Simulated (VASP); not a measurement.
# BaO (Fm-3m) in VASP: notebook, part 2 of 2

VASP 6.6.1. The steps go on from the part before.

**5. Relaxation of cell and atoms, PBE+D3(BJ)**

This run uses another cell than the first one, of 21.59 Å³/atom, 1.038 times its volume.

INCAR reads:

```
ALGO = Normal ; EDIFF = 1E-7
EDIFFG = -0.005 ; ENCUT = 600
GGA = PE ; IBRION = 2
ISIF = 3 ; ISMEAR = 0
IVDW = 12 ; LASPH = T
LCHARG = F ; LREAL = F
LWAVE = F ; NELM = 80
NSW = 90 ; PREC = Accurate
SIGMA = 0.03
```

KPOINTS reads:

```
k-points
0
Gamma
  8 8 8
```

POSCAR reads:

```
BaO                                     
1.0
   -0.0000000000      2.7846352052      2.7846352052
    2.7846352052      0.0000000000      2.7846352052
    2.7846352052      2.7846352052      0.0000000000
  Ba              O             
     1     1
Direct
     0.0000000000000000    0.0000000000000000    0.0000000000000000
     0.5000000000000000    0.5000000000000000    0.5000000000000000
```

Launch:

```bash
$ cat potpaw_PBE.64/Ba_sv/POTCAR potpaw_PBE.64/O/POTCAR > POTCAR
$ mpirun -np 1 vasp_std > vasp.out
```

Wall time 14 s (1 thread of Intel Xeon Platinum 8488C (Sapphire Rapids), shared host); peak memory 0.19 GiB.

Results (log left out):

| Property | Result |
| --- | --- |
| Free energy | -12.2511 eV |
| Pressure after relaxing | 0.0 GPa |
| Band gap on the k mesh | 2.03 eV, direct |
| Dispersion energy per atom | -0.223 eV |

Final structure:
```
Ba O
1.0
     0.00000    2.78464    2.78464
     2.78464    0.00000    2.78464
     2.78464    2.78464    0.00000
Ba O
1 1
Cartesian
  0.0000 0.0000 0.0000
  2.7846 2.7846 2.7846
```

Levels at points of the mesh, in eV from the valence-band top:
```tsv
k point	band 4	band 5	band 6	band 7	band 8	band 9	band 10	band 11	band 12
(0.00, 0.00, 0.00)	-10.46	-10.46	-0.30	-0.30	-0.30	3.48	4.69	4.69	4.69
(0.50, 0.00, 0.00)	-10.57	-10.57	-1.93	-1.40	-1.40	4.91	7.11	7.11	8.10
(0.50, 0.50, 0.00)	-11.01	-11.01	-0.13	-0.13	0.00	2.03	5.91	8.82	9.29
```

Caveat: the relaxation stopped at its first step, so nothing moved; spin-orbit coupling is left out, which moves the levels of the heavy elements. A k mesh can miss the band edges.

**6. Relaxation of cell and atoms, RPBE**

INCAR reads:

```
  PREC = Accurate
  ENCUT = 600
  EDIFF = 1E-6
  ISMEAR = 0
  SIGMA = 0.03
  LREAL = F
  LASPH = T
  NELM = 80
  ALGO = Normal
  ISIF = 3
  LWAVE = F
  LCHARG = F
  GGA = RP
  IBRION = 2
  NSW = 90
  EDIFFG = -0.01
```

KPOINTS reads:

```
Automatic mesh
0
Gamma
  8 8 8
```

POSCAR reads:

```
BaO
1.0
    0.0000000000      2.7500000000      2.7500000000
    2.7500000000      0.0000000000      2.7500000000
    2.7500000000      2.7500000000      0.0000000000
Ba O
1 1
Direct
    0.0000000000      0.0000000000      0.0000000000
    0.5000000000      0.5000000000      0.5000000000
```

Potentials or basis: VASP PAW PBE potentials, release 64 (Ba_sv, O).

Launch:

```bash
$ cat potpaw_PBE.64/Ba_sv/POTCAR potpaw_PBE.64/O/POTCAR > POTCAR
$ mpirun -np 1 vasp_std > vasp.out
```

OUTCAR:

```text
PREC = Accurate
   ENCUT = 600
   EDIFF = 1E-6
   ISMEAR = 0
   LREAL = F
   LASPH = T
   NELM = 80
   ISIF = 3
   GGA = RP
   IBRION = 2
   NSW = 90
   EDIFFG = -0.01

 ion  position               nearest neighbor table
   1  0.000  0.000  0.000-   2 2.75   2 2.75   2 2.75   2 2.75   2 2.75   2 2.75
   2  0.500  0.500  0.500-   1 2.75   1 2.75   1 2.75   1 2.75   1 2.75   1 2.75

  LATTYP: Found a face centered cubic cell.
 ALAT       =     5.5000000000

  Lattice vectors:

 A1 = (   0.0000000000,   2.7500000000,   2.7500000000)
 A2 = (   2.7500000000,   0.0000000000,   2.7500000000)
 A3 = (   2.7500000000,   2.7500000000,   0.0000000000)

Analysis of symmetry for initial positions (statically):
=====================================================================
 Subroutine PRICEL returns:
[... 268 lines left out ...]
      4      -9.1328      2.00000
      5      -9.1328      2.00000
      6       1.4037      2.00000
      7       1.4037      2.00000
      8       1.4037      2.00000
      9       4.9885      0.00000
     10       6.3100      0.00000
     11       6.3100      0.00000
     12       6.3100      0.00000
[... 331 lines left out ...]
 k-point    24 :      -0.3750    0.2500    0.1250
  band No.  band energies     occupation
      1     -24.2596      2.00000
      2     -13.7520      2.00000
      3      -9.6163      2.00000
      4      -9.6101      2.00000
      5      -9.2289      2.00000
      6       0.3225      2.00000
      7       0.8247      2.00000
      8       0.8943      2.00000
      9       6.4397      0.00000
     10       7.0114      0.00000
     11       9.0059      0.00000
     12       9.1468      0.00000

 [... further k-points ...]

------------------------ aborting loop because EDIFF is reached ----------------------------------------

  FORCE on cell =-STRESS in cart. coord.  units (eV):
  Direction    XX          YY          ZZ          XY          YZ          ZX
  --------------------------------------------------------------------------------------
  -------------------------------------------------------------------------------------
  Total        0.0057511      0.0057511      0.0057511     -0.0000000     -0.0000000      0.0000000
  in kB        0.2011872      0.2011872      0.2011872     -0.0000000     -0.0000000      0.0000000
  external PRESSURE =       0.2011872 kB  Pullay stress =       0.0000000 kB
[... 17 lines left out ...]
  FREE ENERGIE OF THE ION-ELECTRON SYSTEM (eV)
  ---------------------------------------------------
  free  energy   TOTEN  =       -11.1396838880 eV

  energy  without entropy=      -11.1396838880  energy(sigma->0) =      -11.13968389

 reached required accuracy - stopping structural energy minimisation
```

It took 20 s on 1 thread of Intel Xeon 6975P-C (Granite Rapids), shared host; peak memory 0.19 GiB.

What came out:

| Quantity | Value |
| --- | --- |
| Free energy | -11.1397 eV |
| Relaxed volume | 22.90 Å³/atom |
| Relaxed cell | a = 4.016 Å, b = 4.016 Å, c = 4.016 Å, α = 60.00°, β = 60.00°, γ = 60.00° |
| Space group after relaxing (to 0.05 Å) | Fm-3m (No. 225) |
| Energy gained by relaxing | 43.9 meV/atom |
| Ionic steps | 3 |
| Pressure after relaxing | 0.0 GPa |
| Band gap on the k mesh | 2.31 eV, direct |

The path:
```
step  energy change (eV)  largest force (eV/Å)  pressure (GPa)  volume (Å³)
   1              0.0000                0.0000            7.31        41.59
   2             -0.0761                0.0000           -2.06        47.57
   3             -0.0879                0.0000            0.02        45.80
```

Final structure:
```cif
data_structure
_symmetry_space_group_name_H-M 'P 1'
_symmetry_Int_Tables_number 1
_cell_length_a 4.0160
_cell_length_b 4.0160
_cell_length_c 4.0160
_cell_angle_alpha 60.000
_cell_angle_beta 60.000
_cell_angle_gamma 60.000
_cell_volume 45.80
loop_
_atom_site_label
_atom_site_type_symbol
_atom_site_fract_x
_atom_site_fract_y
_atom_site_fract_z
_atom_site_occupancy
Ba1 Ba 0.00000 0.00000 0.00000 1
O1 O 0.50000 0.50000 0.50000 1
```

Caveat: the PAW data sets were made with another functional, which shifts forces and pressure a little; spin-orbit coupling is left out, which moves the levels of the heavy elements; the volume moved by +10 % from the deposited cell, more than functionals usually miss.

**7. Summary**

```tsv
level	k mesh	cutoff (eV)	grid for exact exchange (PRECFOCK)	screening parameter	gap on the mesh (eV)	pressure (GPa)	relaxed volume (Å³/atom)
PBEsol	8 × 8 × 8	600	-	-	1.86	0.0	21.16
HSE06	6 × 6 × 6	520	Fast	0.2 1/A	3.32	0.0	21.60
PBE+D3(BJ)	8 × 8 × 8	600	-	-	2.03	0.0	-
RPBE	8 × 8 × 8	600	-	-	2.31	0.0	22.90
```

Alike in all rows: task relaxation of cell and atoms; potentials or basis VASP PAW PBE potentials, release 64 (Ba_sv, O); no spin polarisation; cell relaxed; smearing gaussian 0.03 eV.

Caveats: spin-orbit coupling is left out, which moves the levels of the heavy elements; the PAW data sets were made with another functional, which shifts forces and pressure a little (some runs); the relaxation stopped at its first step, so nothing moved (some runs); the volume moved by +10 % from the deposited cell, more than functionals usually miss (some runs).

Total energies depend on the potentials used, so only differences within one code and one set of settings carry meaning.
